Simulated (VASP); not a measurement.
Input of a VASP 6.6.1 run:

The input INCAR:

```
PREC = Accurate
ENCUT = 520
EDIFF = 1E-7
ISMEAR = 0
SIGMA = 0.1
LREAL = F
LASPH = T
NELM = 100
ALGO = Normal
ISIF = 3
LWAVE = F
LCHARG = F
GGA = PS
IBRION = 2
NSW = 80
EDIFFG = -0.002
PSTRESS = 120.0
```

Contents of KPOINTS:

```
regular mesh
0
Gamma
  4 4 4
```

POSCAR

```
AlN                                     
1.0
    0.0000000000      1.9947384938      1.9947384938
    1.9947384938      0.0000000000      1.9947384938
    1.9947384938      1.9947384938      0.0000000000
  Al              N             
     1     1
Direct
     0.5000000000000000    0.5000000000000000    0.5000000000000000
     0.0000000000000000    0.0000000000000000    0.0000000000000000
```

Potentials or basis: VASP PAW PBE potentials, release 64 (Al, N).

Run with:

```console
$ cat potpaw_PBE.64/Al/POTCAR potpaw_PBE.64/N/POTCAR > POTCAR
$ mpirun -np 1 vasp_std > vasp.out
```

Question: Predict the band gap on the k mesh.

Answer: 4.89 eV, indirect (least direct gap 6.24 eV).

Final structure:
```
Al N
1.0
     0.00000    1.99474    1.99474
     1.99474    0.00000    1.99474
     1.99474    1.99474    0.00000
Al N
1 1
Direct
  0.50000 0.50000 0.50000
  0.00000 0.00000 0.00000
```

Caveat: the k mesh is coarse (spacing up to 0.68 Å⁻¹), so the values aren't converged; the relaxation stopped at its first step, so nothing moved; the cell is relaxed towards a set pressure, so the enthalpy falls and the energy may rise. A hybrid or GW would open this gap; PBEsol tends to underestimate it.
